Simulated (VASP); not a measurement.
A calculation with VASP 6.6.1 of RbBr (ASE script, structure typed inline):

The input run.py:

```python
from ase import Atoms
from ase.calculators.vasp import Vasp
from ase.dft.bandgap import bandgap

atoms = Atoms(
    ['Rb', 'Br'],
    cell=[[0.0, 3.427, 3.427], [3.427, 0.0, 3.427], [3.427, 3.427, 0.0]],
    scaled_positions=[[0.0, 0.0, 0.0], [0.5, 0.5, 0.5]],
    pbc=True,
)
calc = Vasp(
    directory='calc',
    xc='pbe',
    pp='PBE',
    setups='recommended',
    prec='Accurate',
    encut=520,
    ediff=1e-06,
    ismear=0,
    sigma=0.05,
    lreal=False,
    lasph=True,
    nelm=100,
    algo='Normal',
    isif=2,
    lwave=False,
    lcharg=False,
    kpts=[7, 7, 7],
    gamma=True,
    nbands=15,
)
atoms.calc = calc

print('energy (eV):', atoms.get_potential_energy())
print('free energy (eV):', atoms.get_potential_energy(force_consistent=True))
print('forces (eV/A):')
print(atoms.get_forces())
print('stress (eV/A^3, Voigt):', atoms.get_stress())
print('Fermi level (eV):', calc.get_fermi_level())
gap, top, bottom = bandgap(calc)
print('band gap (eV):', gap, 'from (spin, k, band)', top, 'to', bottom)
```

Potentials or basis: VASP PAW PBE potentials, release 64 (Rb_sv, Br).

Run with:

```console
$ python run.py
```

**Question.** Write the same calculation in another form: native input, structure from a POSCAR.

**Answer.** As run:

INCAR

```
SYSTEM = RbBr
ALGO = Normal
EDIFF = 1E-6
ENCUT = 520
GGA = PE
ISIF = 2
ISMEAR = 0
LASPH = .True.
LCHARG = .False.
LREAL = .False.
LWAVE = .False.
NELM = 100
PREC = Accurate
SIGMA = 0.05
```

File KPOINTS:

```
k-points
0
Gamma
  7 7 7
  0 0 0
```

POSCAR

```
RbBr
4.8465
    0.000000000000      0.707108222429      0.707108222429
    0.707108222429      0.000000000000      0.707108222429
    0.707108222429      0.707108222429      0.000000000000
Rb Br
1 1
Direct
    0.0000000000      0.0000000000      0.0000000000
    0.5000000000      0.5000000000      0.5000000000
```

Potentials or basis: VASP PAW PBE potentials, release 64 (Rb_sv, Br).

The run is started by

```bash
$ cat potpaw_PBE.64/Rb_sv/POTCAR potpaw_PBE.64/Br/POTCAR > POTCAR
$ mpirun -np 1 vasp_std > vasp.out
```

Both were run:

|  | ASE script, structure typed inline | native input, structure from a POSCAR |
| --- | --- | --- |
| Pressure | 1.0 GPa | 1.0 GPa |
| Band gap on the k mesh | 4.36 eV, direct | 4.36 eV, direct |

Keys that steer only the numerical path or the files written may differ.

Caveat: an odd mesh through Γ misses points on the zone boundary, where band edges often lie.
